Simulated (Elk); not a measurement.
# Dielectric function and optical constants of TePb

Aim: the dielectric function of TePb, and the optical constants that follow from it.

Calculated with Elk 11.2.3 (patched build); DFT, PBE, all-electron APW+lo, Dirac cores, scalar-relativistic bands, independent-particle optical response without local fields.

### Step 1. The starting structure

Symmetry: Fm-3m, No. 225, cubic system. The conventional cell has a = 6.462 Å, b = 6.462 Å, c = 6.462 Å, α = 90.00°, β = 90.00°, γ = 90.00°. Nearest to Pb lie 6 Te at 3.23 Å. Te has 6 Pb at 3.23 Å nearest. Farther neighbours and most contacts between anions are not listed.

### Step 2. Ground state

First the ground state: is it a metal or has it a gap?

This step: DFT, PBE, all-electron APW+lo, Dirac cores, scalar-relativistic bands, ground state (Elk 11.2.3 (patched build)).

The input, elk.in:

```
tasks
  0
  120

xctype
  20

nempty
  14

lorbcnd
  .true.

rgkmax
  7.0

swidth
  0.0018375

maxscl
  100

epsengy
  1e-05

sppath
  './'

avec
  0.000000000000 6.105705108666 6.105705108666
  6.105705108666 0.000000000000 6.105705108666
  6.105705108666 6.105705108666 0.000000000000

atoms
  2
  'Pb.in'
  1
  0.000000000000 0.000000000000 0.000000000000   0.000 0.000 0.000
  'Te.in'
  1
  0.500000000000 0.500000000000 0.500000000000   0.000 0.000 0.000

ngridk
  9 9 9
```

Launch:

```
OMP_NUM_THREADS=4 elk
```

Numbers of over 12 decimals in the logs are rounded to 6 here.

Log:

```text
┌─────────────────────────┐
│ Elk code version 11.2.3 │
└─────────────────────────┘

All units are atomic (Hartree, Bohr, etc.)

┌─────────────────────────────────────────────────┐
│ Ground-state run starting from atomic densities │
└─────────────────────────────────────────────────┘

Lattice vectors :
   0.000000000       6.105705109       6.105705109
   6.105705109       0.000000000       6.105705109
   6.105705109       6.105705109       0.000000000

Reciprocal lattice vectors :
 -0.5145339642      0.5145339642      0.5145339642
  0.5145339642     -0.5145339642      0.5145339642
  0.5145339642      0.5145339642     -0.5145339642

Unit cell volume      :    455.2369142
Brillouin zone volume :   0.5448815896

Muffin-tin inner radius fraction :   0.1000000000E-01

Nuclei treated as point charges

Species : 1 (Pb)
 parameters loaded from : Pb.in
 name : lead
 nuclear charge    :   -82.00000000
 electronic charge :    82.00000000
 atomic mass :    377702.4943
 muffin-tin radius :    2.800000000
 number of radial points in muffin-tin :   1393
 inner part over the whole radius :   0.9993555083E-02
 number on inner part of muffin-tin    :   1001
 approximate nuclear radius :   0.1047603524E-03
 number of mesh points to nuclear radius :    525
 atomic positions (lattice), magnetic fields (Cartesian) :
  1 :   0.00000000  0.00000000  0.00000000    0.00000000  0.00000000  0.00000000

Species : 2 (Te)
 parameters loaded from : Te.in
 name : tellurium
 nuclear charge    :   -52.00000000
 electronic charge :    52.00000000
 atomic mass :    232600.5708
 muffin-tin radius :    2.600000000
 number of radial points in muffin-tin :   1193
 inner part over the whole radius :   0.9992174838E-02
 number on inner part of muffin-tin    :    851
 approximate nuclear radius :   0.8944870508E-04
 number of mesh points to nuclear radius :    430
 atomic positions (lattice), magnetic fields (Cartesian) :
  1 :   0.50000000  0.50000000  0.50000000    0.00000000  0.00000000  0.00000000

Total number of atoms per unit cell :    2
Total muffin-tin volume :    165.5744992
 ratio of muffin-tin to unit cell volume :   0.3637106176

Spin treatment :
 spin-unpolarised

Number of Bravais lattice symmetries :   48
Number of crystal symmetries         :   48
Crystal has inversion symmetry
Real symmetric eigensolver will be used

k-point grid :      9     9     9
k-point offset :    0.000000000       0.000000000       0.000000000
k-point set is reduced with full crystal symmetry group
Total number of k-points :       35

Muffin-tin radius times maximum |G+k| :    7.000000000
 using average radius
Maximum |G+k| for APW functions       :    2.592592593
Maximum (1/2)|G+k|²                   :    3.360768176
Maximum |G| for potential and density :    12.00000000
Constant for pseudocharge density :    8
 order of it for each species :   15  15
 order of it for pair densities of each species (exact exchange by exxq0 0: 15) :   10   9
Radial integration step length :    1

G-vector grid sizes :     35    35    35
Number of G-vectors :    13323

Maximum angular momentum used for
 APW functions            :    8
 outer part of muffin-tin :    6
 inner part of muffin-tin :    2

Total nuclear charge    :   -134.0000000
Total core charge       :    104.0000000
Total valence charge    :    30.00000000
Total excess charge     :    0.000000000
Total electronic charge :    134.0000000

Effective Wigner radius, rₛ :   0.9325698152

Number of empty states         :     28
Total number of valence states :     44
Total number of core states    :    104

Conduction state local-orbitals added automatically
Third-order local-orbitals added for an l without core states : F
Total number of local-orbitals :    128

Exchange-correlation functional :     20     0     0
 Perdew-Burke-Ernzerhof, Phys. Rev. Lett. 77, 3865 (1996)
 gradient requirement :    1
 generalised gradient approximation (GGA)

Smearing type :    3
 Fermi-Dirac
Smearing width :   0.1837500000E-02
Effective electronic temperature (K) :    580.2366081

Mixing type :    3
 Broyden mixing, J. Phys. A: Math. Gen. 17, L317 (1984)

Kohn-Sham potential initialised from atomic data

┌──────────────────────────────┐
│ Self-consistent loop started │
└──────────────────────────────┘

┌─────────────────┐
│ Loop number : 1 │
└─────────────────┘

Energies :
 Fermi                       :     0.75859039417276E-01
 sum of occupied eigenvalues :     -17091.189265778
 electron kinetic            :      31558.292459104
 core electron kinetic       :      31261.734871721
 Coulomb                     :     -58717.961398061
 Coulomb potential           :     -47897.220357280
 nuclear-nuclear             :     -2150.4200062239
 electron-nuclear            :     -65272.222522968
 Hartree                     :      8704.6811311308
 Madelung                    :     -34769.351219421
 xc potential                :     -752.26136760172
 exchange                    :     -558.64263338794
 correlation                 :     -7.861599
 electron entropic           :    -0.78291493074228E-07
 total energy                :     -27726.173171224

Density of states at Fermi energy :   0.2219192794E-02
 (states/Hartree/unit cell)

Estimated indirect band gap :   0.3421780714E-01
 from k-point 5 to k-point 5
Estimated direct band gap   :   0.3421780714E-01
 at k-point 5

Charges :
 core                        :    104.0000000
 valence                     :    30.00000000
 interstitial                :    3.856099552
 muffin-tins (core leakage)
  species : 1 (Pb)
   atom 1                    :    80.07935313     (  0.1220391145E-02)
  species : 2 (Te)
   atom 1                    :    50.06454732     (  0.4034631286E-03)
 total in muffin-tins        :    130.1439004
 total calculated charge     :    133.9983743
 total charge                :    134.0000000
 error                       :   0.1625717596E-02

┌─────────────────┐
│ Loop number : 2 │
└─────────────────┘

Energies :
 Fermi                       :     0.76880060839218E-01
 sum of occupied eigenvalues :     -17091.083721835
 electron kinetic            :      31557.336020637
 core electron kinetic       :      31260.955648882
 Coulomb                     :     -58717.965039073
 Coulomb potential           :     -47897.173737168
 nuclear-nuclear             :     -2150.4200062239
 electron-nuclear            :     -65272.274302227
 Hartree                     :      8704.7292693787
 Madelung                    :     -34769.378170488
 xc potential                :     -751.24600530411
 exchange                    :     -558.64309790449
 correlation                 :     -7.861625
 electron entropic           :    -0.79028155274935E-07
 total energy                :     -27727.133741837

Density of states at Fermi energy :   0.2241620037E-02
 (states/Hartree/unit cell)

Estimated indirect band gap :   0.3418294944E-01
 from k-point 5 to k-point 5
Estimated direct band gap   :   0.3418294944E-01
 at k-point 5

Charges :
 core                        :    104.0000000
 valence                     :    30.00000000
 interstitial                :    3.856191336
 muffin-tins (core leakage)
  species : 1 (Pb)
   atom 1                    :    80.08165636     (  0.1219475348E-02)
  species : 2 (Te)
   atom 1                    :    50.06215230     (  0.4035162838E-03)
 total in muffin-tins        :    130.1438087
 total calculated charge     :    133.9983752
 total charge                :    134.0000000
 error                       :   0.1624847161E-02

RMS change in Kohn-Sham potential (target) :   0.1612826350     (  0.1000000000E-05)
Absolute change in total energy (target)   :   0.9605706134     (  0.1000000000E-04)

[... 14 loops left out ...]

┌──────────────────┐
│ Loop number : 17 │
└──────────────────┘

Energies :
 Fermi                       :     0.193366
 sum of occupied eigenvalues :     -17076.781083905
 electron kinetic            :      31558.215984509
 core electron kinetic       :      31260.412065050
 Coulomb                     :     -58717.280434637
 Coulomb potential           :     -47894.111018472
 nuclear-nuclear             :     -2150.4200062239
 electron-nuclear            :     -65273.767906002
 Hartree                     :      8706.9074775889
 Madelung                    :     -34770.224925401
 xc potential                :     -740.88604994150
 exchange                    :     -558.66128738060
 correlation                 :     -7.862380
 electron entropic           :    -0.11220080122557E-06
 total energy                :     -27725.588117992

Density of states at Fermi energy :   0.3203694672E-02
 (states/Hartree/unit cell)

Estimated indirect band gap :   0.3313540510E-01
 from k-point 5 to k-point 5
Estimated direct band gap   :   0.3313540510E-01
 at k-point 5

Charges :
 core                        :    104.0000000
 valence                     :    30.00000000
 interstitial                :    3.820055078
 muffin-tins (core leakage)
  species : 1 (Pb)
   atom 1                    :    80.21396606     (  0.1173128333E-02)
  species : 2 (Te)
   atom 1                    :    49.96597886     (  0.4007270801E-03)
 total in muffin-tins        :    130.1799449
 total calculated charge     :    133.9984220
 total charge                :    134.0000000
 error                       :   0.1578010767E-02

RMS change in Kohn-Sham potential (target) :   0.8654443645E-08 (  0.1000000000E-05)
Absolute change in total energy (target)   :   0.2350603609E-05 (  0.1000000000E-04)

Convergence targets achieved

┌──────────────────┐
│ Loop number : 18 │
└──────────────────┘

Energies :
 Fermi                       :     0.193366
 sum of occupied eigenvalues :     -17076.781083968
 electron kinetic            :      31558.215984490
 core electron kinetic       :      31260.412065024
 Coulomb                     :     -58717.280434643
 Coulomb potential           :     -47894.111018477
 nuclear-nuclear             :     -2150.4200062239
 electron-nuclear            :     -65273.767905985
 Hartree                     :      8706.9074775659
 Madelung                    :     -34770.224925404
 xc potential                :     -740.88604998129
 exchange                    :     -558.66128737963
 correlation                 :     -7.862380
 electron entropic           :    -0.11220082161776E-06
 total energy                :     -27725.588118014

Density of states at Fermi energy :   0.3203695305E-02
 (states/Hartree/unit cell)

Estimated indirect band gap :   0.3313540442E-01
 from k-point 5 to k-point 5
Estimated direct band gap   :   0.3313540442E-01
 at k-point 5

Charges :
 core                        :    104.0000000
 valence                     :    30.00000000
 interstitial                :    3.820055080
 muffin-tins (core leakage)
  species : 1 (Pb)
   atom 1                    :    80.21396606     (  0.1173128333E-02)
  species : 2 (Te)
   atom 1                    :    49.96597886     (  0.4007270809E-03)
 total in muffin-tins        :    130.1799449
 total calculated charge     :    133.9984220
 total charge                :    134.0000000
 error                       :   0.1578010768E-02

┌──────────────────────────────┐
│ Self-consistent loop stopped │
└──────────────────────────────┘

Warning : core states of species 1 leak from the muffin-tin :   0.1173128333E-02

Warning : core states of species 2 leak from the muffin-tin :   0.4007270809E-03

Wrote STATE.OUT
```

The job ended after 12 s (4 threads of Arm Neoverse V1, shared host; peak memory 0.1 GiB).

Read-outs, printed or worked out from the files:

- total energy: -27726 Ha
- Fermi energy: 5.262 eV
- DOS at the Fermi level: 1.18e-4 states/eV/cell
- gap on the k-mesh: 0.9017 eV
- direct gap on the mesh: 0.9017 eV

There is a gap, 0.90 eV on this mesh (points off the mesh can give less), so no carriers' term is needed.

### Step 3. Independent particles

The spectrum is a sum over vertical transitions between filled and empty bands at the fixed density, so many empty bands are needed.

This step: DFT, PBE, all-electron APW+lo, Dirac cores, scalar-relativistic bands, independent-particle optical response without local fields (Elk 11.2.3 (patched build)).

Changes to elk.in since step 2:

```diff
@@ -1,4 +1,6 @@
 tasks
-  0
-  120
+  121
+
+optcomp
+  1 1
 
@@ -17,9 +19,7 @@
 swidth
-  0.0018375
+  0.0073499
 
-maxscl
-  100
-
-epsengy
-  1e-05
+wplot
+  400 100 0
+  0.0 0.80849
```

Launch:

```
OMP_NUM_THREADS=4 elk
```

Log:

```text
┌─────────────────────────────────┐
│ Elk code version 11.2.3 started │
└─────────────────────────────────┘

Info(readinput): the functional depends on the density's gradient
 muffin-tin radial points multiplied by    2.00000
 (not where nrmtscf is given)

┌────────────────────┐
│ Current task : 121 │
└────────────────────┘

Info(dielectric):
 dielectric tensor written to EPSILON_ij.OUT
 optical conductivity written to SIGMA_ij.OUT
 for components
  i = 1, j = 1

┌──────────────────┐
│ Elk code stopped │
└──────────────────┘
```

Run time: 1.7 s. Hardware: 4 threads; peak memory 0.04 GiB.

Numbers from this step:

* electronic dielectric constant ε∞, mean over x, y and z (by symmetry where fewer were run): 28.57
* centre of weight of the strongest loss peak in the window: 14.91 eV

Sum at mesh points, not converged in k; values under the direct gap are tails of Lorentzian lines. The Im ε, E ∥ x by photon energy; read off at these points:

| photon energy (eV) | Im ε, E ∥ x |
| --- | --- |
| 0.00 | 0 |
| 0.50 | 1.72 |
| 1.00 | 6.56 |
| 1.50 | 26.9 |
| 1.93 | 61.7 |
| 2.00 | 58.8 |
| 2.50 | 32.0 |
| 3.00 | 12.4 |
| 3.50 | 7.93 |
| 4.00 | 4.38 |
| 4.50 | 3.29 |
| 5.00 | 2.42 |
| 5.50 | 3.04 |
| 6.00 | 4.12 |
| 6.50 | 4.19 |
| 7.00 | 4.81 |
| 7.50 | 3.29 |
| 8.00 | 2.38 |
| 8.50 | 1.91 |
| 9.00 | 1.92 |
| 9.50 | 1.56 |
| 10.00 | 1.61 |
| 10.50 | 1.15 |
| 11.00 | 1.05 |
| 11.50 | 0.817 |
| 12.00 | 0.796 |
| 12.50 | 0.621 |
| 13.00 | 0.531 |
| 13.50 | 0.545 |
| 14.00 | 0.406 |
| 14.50 | 0.377 |
| 15.00 | 0.384 |
| 15.50 | 0.341 |
| 16.00 | 0.304 |
| 16.50 | 0.240 |
| 17.00 | 0.214 |
| 17.50 | 0.261 |
| 18.00 | 0.494 |
| 18.50 | 0.544 |
| 19.00 | 0.402 |
| 19.50 | 0.408 |
| 20.00 | 0.311 |
| 20.50 | 0.420 |
| 21.00 | 0.355 |
| 21.50 | 0.316 |

Sum at mesh points, not converged in k. Table of reflectivity at normal incidence, E ∥ x by photon energy; read off at these points:

| photon energy (eV) | reflectivity at normal incidence, E ∥ x (%) |
| --- | --- |
| 0.0 | 46.9 |
| 1.0 | 52.0 |
| 2.0 | 68.0 |
| 2.8 | 74.5 |
| 3.0 | 72.3 |
| 4.0 | 67.8 |
| 5.0 | 46.6 |
| 6.0 | 27.7 |
| 7.0 | 39.3 |
| 7.6 | 49.2 |
| 8.0 | 45.4 |
| 9.0 | 39.5 |
| 10.0 | 39.8 |
| 11.0 | 43.1 |
| 11.2 | 43.9 |
| 12.0 | 33.4 |
| 13.0 | 34.8 |
| 14.0 | 27.5 |
| 15.0 | 16.1 |
| 16.0 | 12.1 |
| 17.0 | 4.15 |
| 18.0 | 2.78 |
| 19.0 | 4.01 |
| 20.0 | 3.35 |
| 21.0 | 5.15 |

The loss function −Im 1/ε at q → 0, E ∥ x has structure finer than the step of the table below, so its rows give means over 0.5 eV, whole bins alone (the curve runs from 0 to 21.9 eV). Peaks (eV: height): 14.58: 2.66, 18.65: 1.25, 20.96: 1.15.

Sum at mesh points, not converged in k; values under the direct gap are tails of Lorentzian lines. The loss function −Im 1/ε at q → 0, E ∥ x by energy loss; means over each step:

| energy loss (eV) | loss function −Im 1/ε at q → 0, E ∥ x |
| --- | --- |
| 0.5 | 0.00190 |
| 1.0 | 0.00477 |
| 1.5 | 0.0102 |
| 2.0 | 0.0167 |
| 2.5 | 0.0231 |
| 3.0 | 0.0370 |
| 3.5 | 0.0528 |
| 4.0 | 0.0759 |
| 4.5 | 0.121 |
| 5.0 | 0.250 |
| 5.5 | 0.315 |
| 6.0 | 0.239 |
| 6.5 | 0.222 |
| 7.0 | 0.190 |
| 7.5 | 0.197 |
| 8.0 | 0.259 |
| 8.5 | 0.347 |
| 9.0 | 0.363 |
| 9.5 | 0.443 |
| 10.0 | 0.419 |
| 10.5 | 0.497 |
| 11.0 | 0.542 |
| 11.5 | 0.745 |
| 12.0 | 0.920 |
| 12.5 | 1.06 |
| 13.0 | 1.41 |
| 13.5 | 1.61 |
| 14.0 | 2.25 |
| 14.5 | 2.58 |
| 15.0 | 2.45 |
| 15.5 | 2.38 |
| 16.0 | 2.18 |
| 16.5 | 1.53 |
| 17.0 | 0.882 |
| 17.5 | 0.645 |
| 18.0 | 0.723 |
| 18.5 | 1.10 |
| 19.0 | 1.02 |
| 19.5 | 1.11 |
| 20.0 | 0.883 |
| 20.5 | 0.910 |
| 21.0 | 1.09 |
| 21.5 | 0.925 |

At chosen wavelengths:

| wavelength (nm) | n | k | R (%) | 1/α |
| --- | --- | --- | --- | --- |
| 1550 | 5.82 | 0.334 | 50.1 | 368 nm |
| 1064 | 6.49 | 0.858 | 54.3 | 99 nm |
| 800 | 6.97 | 2.140 | 59.1 | 30 nm |
| 405 | 1.51 | 3.849 | 71.4 | 8.4 nm |
| 365 | 1.29 | 3.409 | 69.5 | 8.5 nm |
| 248 | 0.76 | 1.605 | 46.6 | 12 nm |
| 193 | 1.33 | 1.592 | 33.2 | 9.6 nm |

Below the direct gap, k and the depth come from the tails of the Lorentzian lines, not from transitions.

### Step 4. What came out

- electronic dielectric constant ε∞, mean over x, y and z (by symmetry where fewer were run) (independent particles): 28.6
- centre of weight of the strongest loss peak in the window, first axis: 14.9 eV

What this shows: At this level (PBE, independent particles) TePb has ε∞ = 28.6 and n = 5.82 at 1550 nm. On the mesh the gap is 0.90 eV and the least direct gap 0.90 eV. Excitons and phonon-assisted transitions are missing, and so are local fields; PBE gaps are as a rule too small, which pulls the onset down and ε∞ up, while the missing spin-orbit coupling works the other way with such heavy atoms. Spin-orbit coupling is left out although heavy atoms are present. The sum runs over mesh points 0.19 Å⁻¹ apart with no interpolation, so peaks are partly noise of the mesh; over so small a direct gap single mesh points weigh heavily, so ε∞, n and their changes from run to run can be far off.

[Machine, clock and banner lines and Python warnings are left out of the logs.]

[Logs are printed without paths, hosts, clocks, repeated set-up lines and the standing remarks that a program may print on its own settings, such as how far it seeks lower states.]

[Hosts, paths, dates, database ids (printed as entryN), source tags and the programs' standing remarks are cut or masked in the printed files.]
